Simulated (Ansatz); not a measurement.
**Ir: checking dH/dP = V**

Level of theory: Ansatz 0.2.0, DFT r2SCAN, scalar-relativistic, plane waves, PAW. (500 eV cutoff, 18×18×18 k-mesh, Gaussian smearing of 0.10 eV, no spin polarisation)

Reference structure (relaxed):

```yaml
crystal:
  lattice:
    - [0.00000, 1.92209, 1.92209]
    - [1.92209, 0.00000, 1.92209]
    - [1.92209, 1.92209, 0.00000]
  atoms:
    - { symbol: Ir, position: [0.00000, 0.00000, 0.00000] }
```

Cell and atoms were relaxed at each target pressure within the start's symmetry (Fm-3m), at zero temperature; other phases can be more stable under pressure. H = E + PV with P the target; E is the free energy at the smearing used, whose derivative the pressure is, per atom and counted from zero pressure. The mesh named is that at zero pressure; some other pressures ran on another.

Spin–orbit coupling is left out, which can shift energies with elements as heavy as these.

```tsv
P (GPa)	V (Å³/atom)	E − E0 (meV)	H − H0 (meV)
0	14.202	0.0	0.0
1	14.167	0.1	88.5
4	14.055	1.8	352.7
12	13.789	15.0	1047.8
25	13.411	58.3	2150.9
50	12.819	194.8	4195.3
90	12.103	500.3	7298.7
```

Question: Thermodynamics gives dH/dP = V along a relaxed path. Integrate V over P by the trapezoid rule and compare with the computed enthalpies.

Answer: With 1 eV/Å³ = 160.22 GPa, each step adds the mean volume times ΔP / 160.22:
| P (GPa) | ∫V dP (meV) | H − H0 (meV) | difference (meV) |
| --- | --- | --- | --- |
| 1 | 88.5 | 88.5 | 0.0 |
| 4 | 352.8 | 352.7 | 0.0 |
| 12 | 1047.9 | 1047.8 | 0.1 |
| 25 | 2151.4 | 2150.9 | 0.5 |
| 50 | 4197.8 | 4195.3 | 2.5 |
| 90 | 7308.8 | 7298.7 | 10.1 |

V(P) curves upward, so the trapezoid rule runs high; integrating a smooth curve through the same points puts that excess at about 7.1 meV at 90 GPa, against the 10.1 meV found. What is left comes from the shape of V(P) between points this far apart, and from the mesh, the smearing and the stress tolerance.

Question: At 90 GPa, how much of the enthalpy change is stored energy and how much is the PV term?

Answer: E rises by 500 meV/atom and PV is 90 × 12.103 / 160.22 = 6798 meV/atom, so PV makes 93 % of ΔH. So between rival structures at high pressure a small difference in volume can outweigh the difference in energy: 1 % of this volume is worth 68.0 meV/atom at this pressure.

Question: What bulk modulus do the lowest pressures give?

Answer: From the pressures that the runs reached, -1.08 GPa (14.243 Å³) and 0.93 GPa (14.167 Å³), B = −ΔP/Δln V = 2.01 / 0.0053 = 377 GPa, a mean over that range.